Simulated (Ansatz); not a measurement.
GaN (F-43m): G0W0 and the choice of datasets

```xyz
2
Lattice="0.0000 2.2300 2.2300 2.2300 0.0000 2.2300 2.2300 2.2300 0.0000" Properties=species:S:1:pos:R:3 pbc="T T T"
Ga    0.0000    0.0000    0.0000
N     1.1150    1.1150    1.1150
```

Held fixed (Ansatz):

| Property | Result |
| --- | --- |
| orbitals | PBE |
| k mesh | 4×4×4 |
| empty bands | 143 |
| response cutoff | 200 eV |
| frequencies | plasmon pole, fitted at 0 and 22.3i eV |
| q → 0 term | analytic weight of Carrier, Rohra and Görling |
| band sums | cut at the band count |
| spin-orbit coupling | off |

The gap is read direct at Γ, linearised, between the Kohn-Sham band edges among the points solved. The direct gap is read between the top filled and lowest empty Kohn-Sham band at Γ. ε∞ is the electronic dielectric constant on this mesh.

```json
{"datasets, wave cutoff": "all-electron, 3300 eV", "KS gap (eV)": "1.92", "G0W0 gap (eV)": "2.98", "direct at Γ (eV)": "2.98", "ε∞": "8.6"}
{"datasets, wave cutoff": "hard PAW, 700 eV", "KS gap (eV)": "1.92", "G0W0 gap (eV)": "2.99", "direct at Γ (eV)": "2.99", "ε∞": "8.6"}
{"datasets, wave cutoff": "hand-made PAW, accurate, 1300 eV", "KS gap (eV)": "1.92", "G0W0 gap (eV)": "2.98", "direct at Γ (eV)": "2.98", "ε∞": "8.6"}
{"datasets, wave cutoff": "hand-made PAW, 1020 eV", "KS gap (eV)": "1.92", "G0W0 gap (eV)": "2.98", "direct at Γ (eV)": "2.98", "ε∞": "8.6"}
{"datasets, wave cutoff": "JTH PAW, 700 eV", "KS gap (eV)": "1.89", "G0W0 gap (eV)": "3.03", "direct at Γ (eV)": "3.03", "ε∞": "8.7"}
{"datasets, wave cutoff": "soft PAW (1st gen.), 420 eV", "KS gap (eV)": "1.90", "G0W0 gap (eV)": "2.98", "direct at Γ (eV)": "2.98", "ε∞": "8.7"}
{"datasets, wave cutoff": "norm-conserving, 1240 eV", "KS gap (eV)": "1.92", "G0W0 gap (eV)": "2.20", "direct at Γ (eV)": "2.20", "ε∞": "8.6"}
```

Farthest from all-electron, 3300 eV in the G0W0 gap: norm-conserving, 1240 eV (-0.78 eV). The nearest differs by 0.003 eV.

The cell is a model at fixed atoms and needn't be the relaxed known crystal. Soft PAW datasets can miss an all-electron G0W0 gap by more than 5 %. With norm-conserving pseudopotentials the core–valence exchange is only approximate, which can shift gaps by tenths of an eV and RPA lattice constants by most of a per cent. The mesh is coarse, so these are values at the stated settings, not converged ones. Band sums or response are cut, so the gap isn't at its basis limit. Filled d shells converge slowest, and with PAW files the limit can differ from the all-electron one by tenths of an eV. Meshes this coarse can overestimate the dielectric constant by a tenth and more.
